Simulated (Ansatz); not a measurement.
Level of theory: Ansatz 0.2.0, DFT PBE, scalar-relativistic, plane waves, PAW. All cells share a 420 eV cutoff and Γ-centred k meshes spaced at most about 0.3 Å⁻¹ (about 0.25 or finer for metals, 2π included). No spin polarisation.

Temperature and zero-point effects are left out.

Two relaxed structures of Ge4S:

A. Space group R-3m (No. 166), trigonal, a = 4.154 Å, c = 25.692 Å. Ge on its first site has 1 S at 2.23 Å and 3 Ge at 2.53 Å; Ge on its second site is surrounded by 4 Ge at 2.50–2.53 Å; S has 2 Ge at 2.23 Å.

B. Space group Pmma (No. 51), orthorhombic, a = 3.850 Å, b = 4.107 Å, c = 16.072 Å. Ge on its first site has 2 S at 2.34 Å and 2 Ge at 2.49 Å; Ge on its second site has 4 Ge at 2.44–2.49 Å; Ge on its third site is surrounded by 4 Ge at 2.44–2.50 Å; around Ge on its fourth site lie 4 Ge at 2.44–2.50 Å; around S lie 2 Ge at 2.34 Å.

Question: Which is lower in energy, and by how much?

Answer: B is lower, by 133 meV/atom. A has space group R-3m (No. 166), 25.6 Å³/atom and no gap on its mesh; B has space group Pmma (No. 51), 25.4 Å³/atom and no gap. A and B both hold Ge–Ge nets. Both come from invented guesses.

Weakly bound directions are ill-defined at this level, which has no dispersion term (Pmma), and this can change margins and order among such cells. Cells relaxed within their symmetry can be saddle points.
